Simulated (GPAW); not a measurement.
# linear Ni chain, spacing 2.555 A: cost and accuracy of all numerical settings together

Wanted: the cheapest choice of all numerical settings together that holds the magnetic results of linear Ni chain, spacing 2.555 A.

Method: PBE; plane waves with GPAW's PAW setups, scalar-relativistic, in GPAW 26.7.0.

This is a report of a sequence of runs, with most program output left out.

### Step 1. The structure

The cell holds 1 atom: 1 Ni. Cell: a = 12.000 Å, b = 12.000 Å, c = 2.555 Å, α = 90.0°, β = 90.0°, γ = 90.0°. model lattice. Vacuum lies along a and b. The structure's axis is c.

### Step 2. Rung 1 (280 eV, mesh 1×1×4), start ferro +

Several settings change at once from rung to rung, from a quick look to a careful run; the headings and inputs name them.

Input file order1.py:

```python
import json
import numpy as np
from ase import Atoms
from ase.parallel import paropen, parprint
from gpaw import GPAW

atoms = Atoms(['Ni'],
    cell=[[12.0, 0.0, 0.0],
         [0.0, 12.0, 0.0],
         [0.0, 0.0, 2.555]],
    scaled_positions=[[0.5, 0.5, 0.0]],
    pbc=True,
    magmoms=[1.0])
atoms.calc = GPAW(mode={'name': 'pw', 'ecut': 280},
    xc='PBE',
    kpts={'size': (1, 1, 4), 'gamma': True},
    occupations={'name': 'fermi-dirac', 'width': 0.2},
    convergence={'density': 1e-05, 'energy': 1e-05},
    maxiter=200,
    symmetry={'tolerance': 1e-4},
    txt='order1.txt')
e = atoms.get_potential_energy(force_consistent=True)
res = {'free_energy': e, 'energy_sigma0': atoms.get_potential_energy(), 'fermi_energy': atoms.calc.get_fermi_level()}
res['moments'] = atoms.get_magnetic_moments().tolist()
res['total'] = atoms.get_magnetic_moment()
parprint('site moments (muB):', np.round(res['moments'], 3))
parprint(f"total moment: {res['total']:.3f} muB")
parprint(f'free energy: {e:.6f} eV')
atoms.calc.write('order1.gpw')
with paropen('results.json', 'w') as f:
    json.dump(res, f)
```

Run with:

```bash
OMP_NUM_THREADS=1 python3 order1.py > order1.log
```

Run time: 16 s. Hardware: 1 MPI rank of AMD EPYC 7R43, shared host; peak memory 0.19 GiB.

Read from the output:

```
magnetization  : 1.437 μB
final state    : ferromagnetic
largest moment : 1.313 μB
```

After 22 cycles the largest moment stands at 1.31 μB.

### Step 3. Rung 1 (280 eV, mesh 1×1×2), start antiferro q=(0,0,1/2) +-

The second start gives the energy difference between the two end states, the quantity that is followed up the ladder. Its q is in fractions of the reciprocal vectors of the first run's cell.

order2.py is the script of step 2 with these lines changed:

```diff
@@ -6,12 +6,13 @@
 
-atoms = Atoms(['Ni'],
+atoms = Atoms(['Ni', 'Ni'],
     cell=[[12.0, 0.0, 0.0],
          [0.0, 12.0, 0.0],
-         [0.0, 0.0, 2.555]],
-    scaled_positions=[[0.5, 0.5, 0.0]],
+         [0.0, 0.0, 5.11]],
+    scaled_positions=[[0.5, 0.5, 0.0],
+         [0.5, 0.5, 0.5]],
     pbc=True,
-    magmoms=[1.0])
+    magmoms=[1.0, -1.0])
 atoms.calc = GPAW(mode={'name': 'pw', 'ecut': 280},
     xc='PBE',
-    kpts={'size': (1, 1, 4), 'gamma': True},
+    kpts={'size': (1, 1, 2), 'gamma': True},
     occupations={'name': 'fermi-dirac', 'width': 0.2},
@@ -20,3 +21,3 @@
     symmetry={'tolerance': 1e-4},
-    txt='order1.txt')
+    txt='order2.txt')
 e = atoms.get_potential_energy(force_consistent=True)
@@ -28,3 +29,3 @@
 parprint(f'free energy: {e:.6f} eV')
-atoms.calc.write('order1.gpw')
+atoms.calc.write('order2.gpw')
 with paropen('results.json', 'w') as f:
```

Run with:

```bash
OMP_NUM_THREADS=1 python3 order2.py > order2.log
```

The job ended after 61 s (1 MPI rank; peak memory 0.26 GiB).

This step gave:

- magnetization: 0 μB
- final state: antiferromagnetic
- largest moment: 1.130 μB

This start lies +83.5 meV a seeded atom from the first; its largest moment is 1.13 μB.

### Step 4. Rung 2 (380 eV, mesh 1×1×6), start ferro +

order1.py is the script of step 2 with these lines changed:

```diff
@@ -13,6 +13,6 @@
     magmoms=[1.0])
-atoms.calc = GPAW(mode={'name': 'pw', 'ecut': 280},
+atoms.calc = GPAW(mode={'name': 'pw', 'ecut': 380},
     xc='PBE',
-    kpts={'size': (1, 1, 4), 'gamma': True},
-    occupations={'name': 'fermi-dirac', 'width': 0.2},
+    kpts={'size': (1, 1, 6), 'gamma': True},
+    occupations={'name': 'fermi-dirac', 'width': 0.15},
     convergence={'density': 1e-05, 'energy': 1e-05},
```

Run with:

```bash
OMP_NUM_THREADS=1 python3 order1.py > order1.log
```

Wall time 23 s (1 MPI rank); peak memory 0.22 GiB.

Numbers from this step:

| Item | Value |
| --- | --- |
| magnetization | 1.123 μB |
| final state | ferromagnetic |
| largest moment | 1.091 μB |

The largest moment moves by -0.22 μB from rung 1, at 1.4 times its CPU time.

### Step 5. Rung 2 (380 eV, mesh 1×1×3), start antiferro q=(0,0,1/2) +-

order2.py is the script of step 3 with these lines changed:

```diff
@@ -14,6 +14,6 @@
     magmoms=[1.0, -1.0])
-atoms.calc = GPAW(mode={'name': 'pw', 'ecut': 280},
+atoms.calc = GPAW(mode={'name': 'pw', 'ecut': 380},
     xc='PBE',
-    kpts={'size': (1, 1, 2), 'gamma': True},
-    occupations={'name': 'fermi-dirac', 'width': 0.2},
+    kpts={'size': (1, 1, 3), 'gamma': True},
+    occupations={'name': 'fermi-dirac', 'width': 0.15},
     convergence={'density': 1e-05, 'energy': 1e-05},
```

Run with:

```bash
OMP_NUM_THREADS=1 python3 order2.py > order2.log
```

Wall time 48 s (1 MPI rank); peak memory 0.35 GiB.

This step gave:

| Item | Value |
| --- | --- |
| magnetization | 0 μB |
| final state | antiferromagnetic |
| largest moment | 0.8042 μB |

This start lies +87.3 meV a seeded atom from the first, a change of +3.9 meV since rung 1; its largest moment is 0.804 μB.

### Step 6. Rung 3 (500 eV, mesh 1×1×10), start ferro +

order1.py is the script of step 4 with these lines changed:

```diff
@@ -13,6 +13,6 @@
     magmoms=[1.0])
-atoms.calc = GPAW(mode={'name': 'pw', 'ecut': 380},
+atoms.calc = GPAW(mode={'name': 'pw', 'ecut': 500},
     xc='PBE',
-    kpts={'size': (1, 1, 6), 'gamma': True},
-    occupations={'name': 'fermi-dirac', 'width': 0.15},
+    kpts={'size': (1, 1, 10), 'gamma': True},
+    occupations={'name': 'fermi-dirac', 'width': 0.1},
     convergence={'density': 1e-05, 'energy': 1e-05},
```

Run with:

```bash
OMP_NUM_THREADS=1 python3 order1.py > order1.log
```

Elapsed: 77 s, on 1 MPI rank; peak memory 0.3 GiB.

This step gave:

```yaml
magnetization: 1.287 μB
final_state: ferromagnetic
largest_moment: 1.207 μB
```

The largest moment moves by +0.12 μB from rung 2, at 3.3 times its CPU time.

### Step 7. Rung 3 (500 eV, mesh 1×1×5), start antiferro q=(0,0,1/2) +-

order2.py is the script of step 5 with these lines changed:

```diff
@@ -14,6 +14,6 @@
     magmoms=[1.0, -1.0])
-atoms.calc = GPAW(mode={'name': 'pw', 'ecut': 380},
+atoms.calc = GPAW(mode={'name': 'pw', 'ecut': 500},
     xc='PBE',
-    kpts={'size': (1, 1, 3), 'gamma': True},
-    occupations={'name': 'fermi-dirac', 'width': 0.15},
+    kpts={'size': (1, 1, 5), 'gamma': True},
+    occupations={'name': 'fermi-dirac', 'width': 0.1},
     convergence={'density': 1e-05, 'energy': 1e-05},
```

Run with:

```bash
OMP_NUM_THREADS=1 python3 order2.py > order2.log
```

Wall time 7.7 min (1 MPI rank); peak memory 0.48 GiB.

This step gave:

```yaml
magnetization: 0 μB
final_state: antiferromagnetic
largest_moment: 1.069 μB
```

This start lies +128.1 meV a seeded atom from the first, a change of +40.7 meV since rung 2; its largest moment is 1.07 μB.

### Step 8. Rung 4 (700 eV, mesh 1×1×12), start ferro +

order1.py is the script of step 6 with these lines changed:

```diff
@@ -13,6 +13,6 @@
     magmoms=[1.0])
-atoms.calc = GPAW(mode={'name': 'pw', 'ecut': 500},
+atoms.calc = GPAW(mode={'name': 'pw', 'ecut': 700},
     xc='PBE',
-    kpts={'size': (1, 1, 10), 'gamma': True},
-    occupations={'name': 'fermi-dirac', 'width': 0.1},
+    kpts={'size': (1, 1, 12), 'gamma': True},
+    occupations={'name': 'fermi-dirac', 'width': 0.05},
     convergence={'density': 1e-05, 'energy': 1e-05},
```

Run with:

```bash
OMP_NUM_THREADS=1 python3 order1.py > order1.log
```

Elapsed: 96 s, on 1 MPI rank; peak memory 0.43 GiB.

This step gave:

* magnetization: 1.167 μB
* final state: ferromagnetic
* largest moment: 1.166 μB

The largest moment moves by -0.04 μB from rung 3, at 1.2 times its CPU time.

### Step 9. Rung 4 (700 eV, mesh 1×1×6), start antiferro q=(0,0,1/2) +-

order2.py is the script of step 7 with these lines changed:

```diff
@@ -14,6 +14,6 @@
     magmoms=[1.0, -1.0])
-atoms.calc = GPAW(mode={'name': 'pw', 'ecut': 500},
+atoms.calc = GPAW(mode={'name': 'pw', 'ecut': 700},
     xc='PBE',
-    kpts={'size': (1, 1, 5), 'gamma': True},
-    occupations={'name': 'fermi-dirac', 'width': 0.1},
+    kpts={'size': (1, 1, 6), 'gamma': True},
+    occupations={'name': 'fermi-dirac', 'width': 0.05},
     convergence={'density': 1e-05, 'energy': 1e-05},
```

Run with:

```bash
OMP_NUM_THREADS=1 python3 order2.py > order2.log
```

Run time: 7.3 min. Hardware: 1 MPI rank; peak memory 0.76 GiB.

This step gave:

| Quantity | Value |
| --- | --- |
| magnetization | 0 μB |
| final state | antiferromagnetic |
| largest moment | 1.089 μB |

This start lies +111.6 meV a seeded atom from the first, a change of -16.5 meV since rung 3; its largest moment is 1.09 μB.

### Step 10. Side by side

Ladder, by row:

```
rung  cutoff (eV)    mesh  smearing (eV)  state from the first start  state from the second start  second less first (meV a seeded atom)  moment, first (μB)  moment, second (μB)  CPU time (s)
   1          280   1x1x4            0.2               ferromagnetic            antiferromagnetic                                   83.5               1.313                 1.13         77.43
   2          380   1x1x6           0.15               ferromagnetic            antiferromagnetic                                  87.35               1.091               0.8042         71.35
   3          500  1x1x10            0.1               ferromagnetic            antiferromagnetic                                  128.1               1.207                1.069         538.4
   4          700  1x1x12           0.05               ferromagnetic            antiferromagnetic                                  111.6               1.166                1.089         535.7
```

### Step 11. Summary of results

```yaml
range_of_the_moment_in_the_table_first_start: 1.09 to 1.31 μB
range_of_cpu_time: 71 s to 9 min
range_of_the_energy_difference: 83.5 to 128 meV a seeded atom
```

Only the last rung can serve as the reference, and the rung before it is still 16 meV away, so convergence is not shown. The first start ends lower on every rung of the table; whether functional and cell give the true order is another question.

[Logs and program files are shortened in this print: banners, set-up blocks, solver, clock and traceback lines can be left out without a mark of their own.]

[Logs are printed without paths, hosts, clocks, repeated set-up lines and the standing remarks that a program may print on its own settings, such as how far it seeks lower states.]

[Hosts, paths, dates, database ids (printed as entryN), source tags and the programs' standing remarks are cut or masked in the printed files.]

[Where a cell is said to come from a database of computed structures, the database is the Materials Project.]
